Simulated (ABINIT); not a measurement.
## Quasiparticle gap of BeTe (F-43m) in ABINIT

How does a plane-wave GW calculation on BeTe (F-43m) run from the first input to the gap?

Program: ABINIT 10.8.3. Level of theory: LDA and many-body steps on it, plane waves. Results are calculated unless marked as measured.

The database entry behind the starting cell differs from later determinations by our own check (an axis about 1.5 % short against later determinations), so it need not match the best structure at ambient conditions.

## (1) The structure

The structure is cubic, space group F-43m (No. 216). The conventional cell has a = 5.540 Å, b = 5.540 Å, c = 5.540 Å, α = 90.00°, β = 90.00°, γ = 90.00°. Be has 4 Te at 2.40 Å nearest. Te has 4 Be at 2.40 Å nearest. Farther neighbours and most contacts between anions are not listed.

The cell and positions come from the Crystallography Open Database and are kept as given unless a step says otherwise. Spin-orbit coupling is left out unless a step names it.

## (2) Ground state

This step: ABINIT 10.8.3; DFT, LDA, plane waves, norm-conserving pseudopotentials.

The ground-state density comes first.

Contents of run.abi:

```
acell 3*1.0 Angstrom
rprim 
  0.000000000000 2.770000000000 2.770000000000
  2.770000000000 0.000000000000 2.770000000000
  2.770000000000 2.770000000000 -0.000000000000
ntypat 2
znucl 4 52
natom 2
typat 1 2
xred 
  0.000000000000 0.000000000000 0.000000000000
  0.250000000000 0.250000000000 0.250000000000
pp_dirpath "pseudos"
pseudos "Be.upf, Te.upf"
ecut 38
ngkpt 6 6 6
nshiftk 1
shiftk 0 0 0
kptopt 1
chksymbreak 0
nband 15
occopt 1
tolvrs 1e-10
nstep 60
prtwf 0
optforces 0
optstress 0
indata_prefix "in"
outdata_prefix "out"
tmpdata_prefix "tmp"
```

Started as:

```console
$ OMP_NUM_THREADS=1 mpirun -n 4 abinit run.abi > log
```

Numbers of over 12 decimals in the logs are rounded to 6 here.

Log:

```text
.Version 10.8.3 of ABINIT. v10.8.2 released Aug 2026.

 Symmetries : space group F-4 3 m (#216); Bravais cF (face-center cubic)
================================================================================
 Values of the parameters that define the memory need of the present run
     intxc =       0    ionmov =       0      iscf =       7    lmnmax =       6
     lnmax =       6     mgfft =      45  mpssoang =       3    mqgrid =    3001
     natom =       2  nloc_mem =       1    nspden =       1   nspinor =       1
    nsppol =       1      nsym =      24    n1xccc =    2501    ntypat =       2
    occopt =       1   xclevel =       1
-    mband =          15        mffmem =           1         mkmem =           4
       mpw =        3224          nfft =       91125          nkpt =          16
================================================================================
  Rough estimation (10% accuracy) of disk space for files :
================================================================================

--------------------------------------------------------------------------------
------------- Echo of variables that govern the present computation ------------
--------------------------------------------------------------------------------
 -outvars: echo values of preprocessed input variables --------
            acell      1.8897261259E+00  1.8897261259E+00  1.8897261259E+00 Bohr

      chksymbreak           0
             ecut      3.80000000E+01 Hartree
-          fftalg         312

              ixc       -1012
              kpt      0.00000000E+00  0.00000000E+00  0.00000000E+00
                       1.66666667E-01  0.00000000E+00  0.00000000E+00
                       3.33333333E-01  0.00000000E+00  0.00000000E+00
                       5.00000000E-01  0.00000000E+00  0.00000000E+00
                       1.66666667E-01  1.66666667E-01  0.00000000E+00
                       3.33333333E-01  1.66666667E-01  0.00000000E+00
                       5.00000000E-01  1.66666667E-01  0.00000000E+00
                      -3.33333333E-01  1.66666667E-01  0.00000000E+00
                      -1.66666667E-01  1.66666667E-01  0.00000000E+00
   [... 5 further rows ...]
                      -3.33333333E-01  3.33333333E-01  1.66666667E-01
                      -3.33333333E-01  5.00000000E-01  1.66666667E-01
         kptrlatt        6    0    0      0    6    0      0    0    6
          kptrlen      4.44165564E+01
P           mkmem           4
            natom           2
            nband          15
            ngfft          45      45      45
             nkpt          16
            nstep          60
             nsym          24
           ntypat           2
              occ      2.000000  2.000000  2.000000  2.000000  2.000000  2.000000
                       2.000000  2.000000  2.000000  2.000000  0.000000  0.000000
[...]
optforces           0
        optstress           0
            prtwf           0
            rprim      0.0000000000E+00  2.7700000000E+00  2.7700000000E+00
[...]
spgroup         216

           tolvrs      1.00000000E-10

             xred      0.0000000000E+00  0.0000000000E+00  0.0000000000E+00
[...]
znucl        4.00000   52.00000

================================================================================

 chkinp: Checking input parameters for consistency.

================================================================================
== DATASET  1 ==================================================================
-   mpi_nproc: 4, omp_nthreads: 1 (-1 if OMP is not activated)

--- !DatasetInfo
iteration_state: {dtset: 1, }
dimensions: {natom: 2, nkpt: 16, mband: 15, nsppol: 1, nspinor: 1, nspden: 1, mpw: 3224, }
cutoff_energies: {ecut:  38.0, pawecutdg:  -1.0, }
electrons: {nelect:   2.00000000E+01, charge:   0.00000000E+00, occopt:   1.00000000E+00, tsmear:   1.00000000E-02, }

 Real(R)+Recip(G) space primitive vectors, cartesian coordinates (Bohr,Bohr^-1):
 R(1)=  0.0000000  5.2345414  5.2345414  G(1)= -0.0955194  0.0955194  0.0955194
 R(2)=  5.2345414  0.0000000  5.2345414  G(2)=  0.0955194 -0.0955194  0.0955194
 R(3)=  5.2345414  5.2345414  0.0000000  G(3)=  0.0955194  0.0955194 -0.0955194
 Unit cell volume ucvol=  2.8685730E+02 bohr^3
 Angles (23,13,12)=  6.00000000E+01  6.00000000E+01  6.00000000E+01 degrees

 getcut: wavevector=  0.0000  0.0000  0.0000  ngfft=  45  45  45
         ecut(hartree)=     38.000   => boxcut(ratio)=   2.14191

--- Pseudopotential description ------------------------------------------------
- Be Generated using ONCVPSP code by D. R. Hamann
-  4.00000   4.00000  180309                  znucl, zion, pspdat
12 -1012 1 -1 1358                            pspcod,pspxc,lmax,lloc,mmax
     nproj     2     2     0
  pspatm : epsatm=    2.74190561
         --- l  ekb(1:nproj) -->
[...]
pspatm: atomic psp has been read  and splines computed

- Te Generated using ONCVPSP code by D. R. Hamann
- 52.00000  16.00000  180309                  znucl, zion, pspdat
12 -1012 2 -1 1278                            pspcod,pspxc,lmax,lloc,mmax
     nproj     2     2     2
  pspatm : epsatm=   36.15519577
         --- l  ekb(1:nproj) -->
[...]
2   -5.964186   -1.845108
 pspatm: atomic psp has been read  and splines computed

   7.77942028E+02                                ecore*ucvol(ha*bohr**3)
--------------------------------------------------------------------------------

_setup2: Arith. and geom. avg. npw (full set) are    3210.606    3210.593

================================================================================

--- !BeginCycle
iteration_state: {dtset: 1, }
solver: {iscf: 7, nstep: 60, nline: 4, wfoptalg: 0, }
tolerances: {tolvrs: 1.00E-10, }

     iter   Etot(hartree)      deltaE(h)  residm     vres2
 ETOT  1  -118.44554838843    -1.184E+02 1.467E-01 4.483E+01
 ETOT  2  -118.48798351545    -4.244E-02 5.234E-02 1.461E+00
 ETOT  3  -118.48812336356    -1.398E-04 2.893E-03 1.229E-01
 ETOT  4  -118.48813217032    -8.807E-06 8.352E-04 2.726E-03
 ETOT  5  -118.48813226425    -9.393E-08 4.693E-05 5.802E-05
 ETOT  6  -118.48813226649    -2.245E-09 8.587E-05 1.434E-06
 ETOT  7  -118.48813226662    -1.298E-10 1.254E-05 9.383E-08
 ETOT  8  -118.48813226664    -1.674E-11 2.353E-05 2.895E-09
 ETOT  9  -118.48813226664     3.467E-12 3.257E-06 1.396E-11

 At SCF step    9       vres2   =  1.40E-11 < tolvrs=  1.00E-10 =>converged.

--- !ResultsGS
iteration_state: {dtset: 1, }
comment   : Summary of ground state results
lattice_vectors:
- [  0.0000000,   5.2345414,   5.2345414, ]
- [  5.2345414,   0.0000000,   5.2345414, ]
- [  5.2345414,   5.2345414,  -0.0000000, ]
lattice_lengths: [   7.40276,    7.40276,    7.40276, ]
lattice_angles: [ 60.000,  60.000,  60.000, ] # degrees, (23, 13, 12)
lattice_volume:   2.8685730E+02
convergence: {deltae:  3.467E-12, res2:  1.396E-11, residm:  3.257E-06, diffor:  0.000E+00, }
etotal    :  -1.18488132E+02
entropy   :   0.00000000E+00
fermie    :   1.64525466E-01
cartesian_stress_tensor: null
pressure_GPa: null
xred      :
- [  0.0000E+00,   0.0000E+00,   0.0000E+00, Be]
- [  2.5000E-01,   2.5000E-01,   2.5000E-01, Te]
cartesian_forces: null
force_length_stats: {min: null, max: null, mean: null, }

 Integrated electronic density in atomic spheres:
 ------------------------------------------------
 Atom  Sphere_radius  Integrated_density
    1        2.00000          3.06886850
    2        2.00000         12.03279433
================================================================================

 ----iterations are completed or convergence reached----

 Mean square residual over all n,k,spin=   23.896E-09; max=  32.568E-07
 reduced coordinates (array xred) for    2 atoms
       0.000000000000      0.000000000000      0.000000000000
       0.250000000000      0.250000000000      0.250000000000
 rms dE/dt=  0.0000E+00; max dE/dt=  0.0000E+00; dE/dt below (all hartree)
    1       0.000000000000      0.000000000000      0.000000000000
    2       0.000000000000      0.000000000000      0.000000000000

 cartesian coordinates (angstrom) at end:
    1      0.000000     0.000000     0.000000
    2      1.385000     1.385000     1.385000
 length scales=  1.889726125908  1.889726125908  1.889726125908 bohr
              =  1.000000000000  1.000000000000  1.000000000000 angstroms
 prteigrs : about to open file out_EIG
 Fermi (or HOMO) energy (hartree) =   0.16453   Average Vxc (hartree)=  -0.37225
 Eigenvalues (hartree) for nkpt=  16  k points:
 kpt#   1, nband= 15, wtk=  0.00463, kpt=  0.0000  0.0000  0.0000 (reduced coord)
  -3.46237   -1.16841   -1.16841   -1.16841   -1.16781   -1.16781   -0.30130    0.16453
   0.16453    0.16453    0.29684    0.29684    0.29684    0.31389    0.47521
 prteigrs : prtvol=0 or 1, do not print more k-points.

--- !EnergyTerms
iteration_state     : {dtset: 1, }
comment             : Components of total free energy in Hartree
kinetic             :  6.53410275475861E+01
hartree             :  2.94486241613875E+01
xc                  : -2.65996765728328E+01
Ewald energy        : -6.44626813141944E+01
psp_core            :  2.71194782355423E+00
local_psp           : -8.78257416496727E+01
non_local_psp       : -3.71016322624657E+01
total_energy        : -1.18488132266638E+02
total_energy_eV     : -3.22422633267236E+03
band_energy         : -1.87845725984795E+01

== END DATASET(S) ==============================================================
================================================================================

 -outvars: echo values of variables after computation  --------
           etotal     -1.1848813227E+02
            nband          15
             nkpt          16
          spgroup         216
 [... the other variables as echoed above ...]

 Calculation completed.
```

The job ended after 15 s (4 MPI ranks of Arm Neoverse N1, shared host; peak memory 0.31 GiB; 59 s of CPU time).

This step gave:

| Quantity | Value |
| --- | --- |
| total energy | -3224.2263 eV |
| gap | 1.775 eV |
| k of the valence top | 0, 0, 0 |
| k of the conduction bottom | 0.5, 0.5, 0 |
| least direct gap | 3.600 eV |

The gap is indirect, with the least direct gap 1.83 eV higher.

(Continued in part 2 of 3.)

[Paths, hosts, dates, memory and timing lines, banners, echoed tables and standing remarks are left out of the program output.]

[Logs are printed without paths, hosts, clocks, repeated set-up lines and the standing remarks that a program may print on its own settings, such as how far it seeks lower states.]

[Runs of the session that timed out or met a known fault of the program may be left out.]

[Hosts, paths, dates, database ids (printed as entryN), source tags and the programs' standing remarks are cut or masked in the printed files.]

[G0W0 gaps are taken among the corrected bands and points alone; a level outside them can change the order at an edge.]

[Where Ansatz stands beside ABINIT at settings called matched, ABINIT's density can come from a denser mesh and the files from another edition; pairs whose starting gaps differed by over 0.03 eV were left out, so agreement reads better than it is.]
